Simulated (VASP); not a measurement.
CdTe:

```
CELL_PARAMETERS angstrom
0.00000 3.20500 3.20500
3.20500 0.00000 3.20500
3.20500 3.20500 0.00000
ATOMIC_POSITIONS crystal
Cd 0.00000 0.00000 0.00000
Te 0.25000 0.25000 0.25000
```

The cell was built by a generator and needn't be a form met in nature.

```yaml
Program: VASP 6.6.1
Task: relaxation of cell and atoms
Functional: PBEsol
Potentials_or_basis: VASP PAW PBE potentials, release 64 (Cd, Te)
Cutoff: 600 eV
k_mesh: 10 × 10 × 10
Occupations: gaussian, width 0.03 eV
Spin: no spin polarisation
```

At the start: pressure 1.8 GPa; volume 32.92 Å³/atom.

Q: How do energy, volume and symmetry change on relaxing?

A: Over 3 steps the energy falls by 7.3 meV/atom and the volume is 34.26 Å³/atom (+4.1 %); space group F-43m (No. 216, to 0.05 Å).

The path:
```tsv
step	energy change (eV)	largest force (eV/Å)	pressure (GPa)	volume (Å³)
1	0.0000	0.0000	1.81	65.84
2	-0.0129	0.0000	-0.54	69.46
3	-0.0145	0.0000	-0.01	68.52
```

Final structure:
```yaml
crystal:
  lattice:
    - [0.00000, 3.24777, 3.24777]
    - [3.24777, 0.00000, 3.24777]
    - [3.24777, 3.24777, 0.00000]
  atoms:
    - { symbol: Cd, position: [0.00000, 0.00000, 0.00000] }
    - { symbol: Te, position: [0.25000, 0.25000, 0.25000] }
```

Caveat: the PAW data sets were made with another functional, which shifts forces and pressure a little.
